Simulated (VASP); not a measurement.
# Nb (Fm-3m) in VASP: notebook, part 2 of 2

VASP 6.6.1.

### 3 Relaxation of cell and atoms, PBEsol

INCAR

```
SYSTEM = Nb
ALGO     = Fast           ! electronic algorithm
EDIFF    = 1E-7           ! SCF threshold, eV
EDIFFG   = -0.005         ! ionic threshold
ENCUT    = 600            ! plane-wave cutoff, eV
GGA      = PS             ! functional
IBRION   = 2              ! ionic algorithm
ISIF     = 3              ! what is computed and relaxed
ISMEAR   = -1             ! smearing method
LASPH    = .TRUE.         ! aspherical terms in the spheres
LCHARG   = .FALSE.        ! write CHGCAR
LREAL    = .FALSE.        ! projectors in reciprocal space
LWAVE    = .FALSE.        ! write WAVECAR
NELM     = 60             ! most SCF steps
NSW      = 40             ! ionic steps
PREC     = Accurate       ! precision mode
SIGMA    = 0.05           ! smearing width, eV
```

KPOINTS

```
k-points
0
G
  10 10 10
  0 0 0
```

POSCAR

```
Nb
1.0
    0.0000000000      2.1150000000      2.1150000000
    2.1150000000      0.0000000000      2.1150000000
    2.1150000000      2.1150000000      0.0000000000
Nb
1
Direct
    0.0000000000      0.0000000000      0.0000000000
```

Potentials or basis: VASP PAW PBE potentials, release 64 (Nb_sv).

On the command line:

```console
> cat potpaw_PBE.64/Nb_sv/POTCAR > POTCAR
> mpirun -np 1 vasp_std > vasp.out
```

OUTCAR:

```text
SYSTEM = Nb
   EDIFF = 1E-7
   EDIFFG = -0.005
   ENCUT = 600
   GGA = PS
   IBRION = 2
   ISIF = 3
   ISMEAR = -1
   LASPH = .TRUE.
   LREAL = .FALSE.
   NELM = 60
   NSW = 40
   PREC = Accurate

 ion  position               nearest neighbor table
   1  0.000  0.000  0.000-

  LATTYP: Found a face centered cubic cell.
 ALAT       =     4.2300000000

  Lattice vectors:

 A1 = (   0.0000000000,   2.1150000000,   2.1150000000)
 A2 = (   2.1150000000,   0.0000000000,   2.1150000000)
 A3 = (   2.1150000000,   2.1150000000,   0.0000000000)

Analysis of symmetry for initial positions (statically):
=====================================================================
 Subroutine PRICEL returns:
 Original cell was already a primitive cell.

 Routine SETGRP: Setting up the symmetry group for a
 face centered cubic supercell.

 Subroutine GETGRP returns: Found 48 space group operations
 (whereof 48 operations were pure point group operations)
 out of a pool of 48 trial point group operations.

The static configuration has the point symmetry O_h .

Analysis of symmetry for dynamics (positions and initial velocities):
=====================================================================
 Subroutine PRICEL returns:
 Original cell was already a primitive cell.

 Routine SETGRP: Setting up the symmetry group for a
 face centered cubic supercell.

 Subroutine GETGRP returns: Found 48 space group operations
 (whereof 48 operations were pure point group operations)
 out of a pool of 48 trial point group operations.

The dynamic configuration has the point symmetry O_h .

 Subroutine INISYM returns: Found 48 space group operations
 (whereof 48 operations are pure point group operations),
 and found     1 'primitive' translations

----------------------------------------------------------------------------------------

[... 130 lines left out ...]

 number of electron      13.0000001 magnetization

 Free energy of the ion-electron system (eV)
  ---------------------------------------------------
  ext. energy  EPLUGINS =         0.00000000
  ---------------------------------------------------
  free energy    TOTEN  =       -10.60435225 eV

  energy without entropy =      -10.59306864  energy(sigma->0) =      -10.59871044

------------------------ aborting loop because EDIFF is reached ----------------------------------------

  FORCE on cell =-STRESS in cart. coord.  units (eV):
  Direction    XX          YY          ZZ          XY          YZ          ZX
  --------------------------------------------------------------------------------------
  -------------------------------------------------------------------------------------
  Total       -0.8453352     -0.8453352     -0.8453352      0.0000000      0.0000000      0.0000000
  in kB      -71.5778155    -71.5778155    -71.5778155      0.0000000      0.0000000      0.0000000
  external PRESSURE =     -71.5778155 kB  Pullay stress =       0.0000000 kB
[... 162 lines left out ...]
--------------------------------------- Ionic step        6  -------------------------------------------

 number of electron      13.0000000 magnetization

 Free energy of the ion-electron system (eV)
  ---------------------------------------------------
  ext. energy  EPLUGINS =         0.00000000
  ---------------------------------------------------
  free energy    TOTEN  =       -10.62294085 eV

  energy without entropy =      -10.61246212  energy(sigma->0) =      -10.61770148

 E-fermi :  11.2956     XC(G=0): -12.5994

 val. band max:       11.2658427383   @ k =   0.4000   0.1000   0.0000
 cond. band min:      11.3218559855   @ k =   0.4000   0.0000   0.0000
 fundamental gap:      0.0560132472
 Fermi energy:        11.2955839311

 k-point     1 :       0.0000    0.0000    0.0000
  band No.  band energies     occupation
      1     -43.3456      2.00000
      2     -18.6832      2.00000
      3     -18.6832      2.00000
      4     -18.6832      2.00000
      5       4.9827      2.00000
      6      11.3951      0.24046
      7      11.3951      0.24046
      8      11.3951      0.24046
      9      14.1158      0.00000
     10      14.1158      0.00000
[... 287 lines left out ...]
 k-point    24 :       0.4000    0.3000    0.0000
  band No.  band energies     occupation
      1     -43.1066      2.00000
      2     -19.7041      2.00000
      3     -19.0938      2.00000
      4     -19.0492      2.00000
      5       7.7566      2.00000
      6       8.5455      2.00000
      7      12.2210      0.00000
      8      14.2754      0.00000
      9      15.6813      0.00000
     10      16.0674      0.00000

 [... further k-points ...]

------------------------ aborting loop because EDIFF is reached ----------------------------------------

  FORCE on cell =-STRESS in cart. coord.  units (eV):
  Direction    XX          YY          ZZ          XY          YZ          ZX
  --------------------------------------------------------------------------------------
  -------------------------------------------------------------------------------------
  Total       -0.0016914     -0.0016914     -0.0016914      0.0000000      0.0000000     -0.0000000
  in kB       -0.1494919     -0.1494919     -0.1494919      0.0000000      0.0000000     -0.0000000
  external PRESSURE =      -0.1494919 kB  Pullay stress =       0.0000000 kB
[... 16 lines left out ...]
  FREE ENERGIE OF THE ION-ELECTRON SYSTEM (eV)
  ---------------------------------------------------
  free  energy   TOTEN  =       -10.6229408491 eV

  energy  without entropy=      -10.6124621190  energy(sigma->0) =      -10.61770148

 reached required accuracy - stopping structural energy minimisation
```

OSZICAR:

```text
N       E                     dE             d eps       ncg     rms          rms(c)
DAV:   1     0.125043022741E+03    0.12504E+03   -0.80586E+03   948   0.144E+03
DAV:   2    -0.459483871354E+01   -0.12964E+03   -0.12662E+03   984   0.469E+02
DAV:   3    -0.107109008461E+02   -0.61161E+01   -0.57655E+01  1430   0.840E+01
[... 134 lines left out ...]
RMM:   8    -0.106229400977E+02   -0.43603E-06   -0.63123E-06  1127   0.216E-02    0.259E-03
RMM:   9    -0.106229404068E+02   -0.30908E-06   -0.32396E-06   874   0.135E-02    0.353E-03
RMM:  10    -0.106229406794E+02   -0.27263E-06   -0.20723E-06   832   0.829E-03    0.522E-03
RMM:  11    -0.106229407924E+02   -0.11299E-06   -0.10730E-06   736   0.608E-03    0.587E-03
RMM:  12    -0.106229408491E+02   -0.56672E-07   -0.62509E-07   740   0.532E-03
   6 F= -.10622941E+02 E0= -.10617701E+02  d E =-.406216E-05
```

It took 1.7 min on 1 thread of AMD EPYC 7R13 (Zen 3), shared host; peak memory 0.12 GiB.

What came out:

* Free energy: -10.6229 eV
* Relaxed volume: 18.13 Å³/atom
* Relaxed cell: a = 2.949 Å, b = 2.949 Å, c = 2.949 Å, α = 60.00°, β = 60.00°, γ = 60.00°
* Space group after relaxing (to 0.05 Å): Fm-3m (No. 225)
* Energy gained by relaxing: 18.6 meV/atom
* Ionic steps: 6
* Pressure after relaxing: 0.0 GPa
* Band gap on the k mesh: none (metal or under the smearing width)

The path:
```
step  energy change (eV)  largest force (eV/Å)  pressure (GPa)  volume (Å³)
   1              0.0000                0.0000           -7.16        18.92
   2              0.0523                0.0000           17.09        16.70
   3             -0.0186                0.0000           -0.18        18.14
   4             -0.0186                0.0000           -0.09        18.12
   5             -0.0186                0.0000            0.09        18.11
   6             -0.0186                0.0000           -0.01        18.13
```

Final structure:
```cif
data_structure
_symmetry_space_group_name_H-M 'P 1'
_symmetry_Int_Tables_number 1
_cell_length_a 2.9486
_cell_length_b 2.9486
_cell_length_c 2.9486
_cell_angle_alpha 60.000
_cell_angle_beta 60.000
_cell_angle_gamma 60.000
_cell_volume 18.13
loop_
_atom_site_label
_atom_site_type_symbol
_atom_site_fract_x
_atom_site_fract_y
_atom_site_fract_z
_atom_site_occupancy
Nb1 Nb 0.00000 0.00000 0.00000 1
```

Caveat: the PAW data sets were made with another functional, which shifts forces and pressure a little.

### 4 Single point, PBE

INCAR

```
ALGO = Normal ; EDIFF = 1E-6
ENCUT = 520 ; GGA = PE
ISIF = 2 ; ISMEAR = 0
LASPH = T ; LCHARG = F
LREAL = F ; LWAVE = F
NBANDS = 12 ; NELM = 100
PREC = Accurate ; SIGMA = 0.05
```

KPOINTS

```
k-points
0
Gamma
  11 11 11
```

POSCAR is that of step 3.

On the command line:

```console
> cat potpaw_PBE.64/Nb_sv/POTCAR > POTCAR
> mpirun -np 1 vasp_std > vasp.out
```

Wall time 4.6 s (1 thread of Intel Xeon 6975P-C (Granite Rapids), shared host); peak memory 0.14 GiB.

It converged, with:

```yaml
Free_energy: -9.8944 eV
Pressure: -2.2 GPa
Band_gap_on_the_k_mesh: none (metal or under the smearing width)
```

Levels at points of the mesh, in eV from the Fermi level:
```tsv
k point	band 2	band 3	band 4	band 5	band 6	band 7	band 8	band 9	band 10	band 11
(0.00, 0.00, 0.00)	-30.20	-30.20	-30.20	-6.21	0.11	0.11	0.11	2.67	2.67	11.80
```

### 5 Single point, PBE

run.py

```python
from ase.calculators.vasp import Vasp
from ase.dft.bandgap import bandgap
from ase.io import read

atoms = read('Nb.xyz')
calc = Vasp(
    directory='calc',
    xc='pbe',
    pp='PBE',
    setups='recommended',
    prec='Accurate',
    encut=520,
    ediff=1e-06,
    ismear=0,
    sigma=0.05,
    lreal=False,
    lasph=True,
    nelm=100,
    algo='Normal',
    isif=2,
    lwave=False,
    lcharg=False,
    kpts=[11, 11, 11],
    gamma=True,
)
atoms.calc = calc

print('energy (eV):', atoms.get_potential_energy())
print('free energy (eV):', atoms.get_potential_energy(force_consistent=True))
print('forces (eV/A):')
print(atoms.get_forces())
print('stress (eV/A^3, Voigt):', atoms.get_stress())
print('Fermi level (eV):', calc.get_fermi_level())
gap, top, bottom = bandgap(calc)
print('band gap (eV):', gap, 'from (spin, k, band)', top, 'to', bottom)
```

Nb.xyz

```xyz
1
Lattice="0.0000000000 2.1150000000 2.1150000000 2.1150000000 0.0000000000 2.1150000000 2.1150000000 2.1150000000 0.0000000000" Properties=species:S:1:pos:R:3 pbc="T T T"
Nb     0.0000000000      0.0000000000      0.0000000000
```

On the command line:

```console
> python run.py
```

It took 6 s on 1 thread of Intel Xeon 6975P-C (Granite Rapids), shared host; peak memory 0.14 GiB.

It converged, with:

```
Free energy            : -9.8944 eV
Pressure               : -2.2 GPa
Band gap on the k mesh : none (metal or under the smearing width)
```

Levels at points of the mesh, in eV from the Fermi level:
| k point | band 2 | band 3 | band 4 | band 5 | band 6 | band 7 | band 8 | band 9 | band 10 |
| --- | --- | --- | --- | --- | --- | --- | --- | --- | --- |
| (0.00, 0.00, 0.00) | -30.20 | -30.20 | -30.20 | -6.21 | 0.11 | 0.11 | 0.11 | 2.67 | 2.67 |

### 6 For comparison

An earlier run on the cell as given: functional PBE; potentials or basis VASP PAW PBE potentials, release 64 (Nb_sv); cutoff 520 eV; k mesh 11 × 11 × 11; occupations fermi-dirac, width 0.05 eV; no spin polarisation.

* Pressure: -2.1 GPa
* Band gap on the k mesh: none (metal or under the smearing width)

### 7 Summary

| task | level | cell | k mesh | cutoff (eV) | smearing | ladder | gap on the mesh (eV) | pressure (GPa) | relaxed volume (Å³/atom) |
| --- | --- | --- | --- | --- | --- | --- | --- | --- | --- |
| relaxation of cell and atoms | r2SCAN | relaxed | 10 × 10 × 10 | 600 | fermi-dirac 0.05 eV | gaps | none | 0.0 | 18.66 |
| relaxation of cell and atoms | PBEsol | relaxed | 10 × 10 × 10 | 600 | fermi-dirac 0.05 eV | gaps | none | 0.0 | 18.13 |
| single point | PBE | as given | 11 × 11 × 11 | 520 | gaussian 0.05 eV | - | none | -2.2 | - |
| single point | PBE | as given | 11 × 11 × 11 | 520 | fermi-dirac 0.05 eV | - | none | -2.1 | - |

Alike in all rows: potentials or basis VASP PAW PBE potentials, release 64 (Nb_sv); no spin polarisation.

Caveats: the PAW data sets were made with another functional, which shifts forces and pressure a little (some runs).

Total energies depend on the potentials used, so only differences within one code and one set of settings carry meaning.
